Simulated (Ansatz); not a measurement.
Here is an Ansatz 0.2.0 calculation.

input.yaml

```yaml
crystal:
  lattice:
    - [3.1967, 0.0, 0.0]
    - [-1.59835, 2.7684234083, 0.0]
    - [0.0, 0.0, 5.0578]
  atoms:
    - { symbol: Hf, position: [0.6666666667, 0.3333333333, 0.75] }
    - { symbol: Hf, position: [0.3333333333, 0.6666666667, 0.25] }
hamiltonian:
  xc: r2scan
  pseudopotentials: { kind: paw, source: jth }
  dispersion: rvv10
kpoints:
  mp_grid: { grid: [10, 10, 5], shift: [0.5, 0.5, 0.5] }
scf:
  occupations: { method: fermi_dirac, width: 0.025 }
  mixing: { preconditioner: ldos }
output:
  forces: true
  stress: true
  eigenvalues: true
  write_density: true
  write_potential: true
  elf: true
  volumetric_format: npy
```

Potentials or basis: JTH PAW.

Launch:

```bash
$ ansatz run input.yaml --threads 1 --pin off --max-ram 2560MiB --backend cpu --events-out ev --progress --plain --runs-dir out
```

Task: Estimate the largest force.

Result: 0.007 eV/Å.

Task: What does it give for the band gap on the k mesh?

Result: None (metal or under the smearing width).

Task: What does it give for the pressure?

Result: -1.4 GPa.

Stress tensor (GPa, compression positive):
```
-1.20 -0.16  0.00
-0.16 -1.39  0.00
 0.00  0.00 -1.70
```

The run has no spin-orbit coupling, so splittings on Hf are missing.
